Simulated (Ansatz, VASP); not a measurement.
One calculation of ZrB2, two programs

```
Zr B
1.0
     3.16752    0.00000    0.00000
    -1.58376    2.74316    0.00000
     0.00000    0.00000    3.55239
Zr B
1 2
Direct
  0.00000 0.00000 0.00000
  0.33333 0.66667 0.50000
  0.66667 0.33333 0.50000
```

Change from the starting cell: volume scaled by 1, crystal datasets.

Alike in both runs: task electric field gradients; functional LDA; k mesh 13 × 13 × 10; occupations fermi-dirac, width 0.05 eV; no spin polarisation.

|  | VASP | Ansatz |
| --- | --- | --- |
| version | VASP 6.6.1 | Ansatz 0.2.0 |
| potentials or method | VASP PAW LDA potentials, release 64 (Zr_sv, B), cutoff 520 eV | all-electron PAW with datasets made for the crystal, scalar-relativistic |

```csv
,VASP,Ansatz,Ansatz less VASP
pressure (GPa),-9.2,-9.6,-0.44
largest component of the traceless stress (GPa),0.89,0.89,-0.004
Vzz of the field gradient on the site that differs most (V/Å²),45.6,48.6,+2.99
```

Ansatz ran all-electron here, so the differences hold the error of VASP's frozen core and of both bases. Ansatz warned: «gradients_without_spin_orbit».
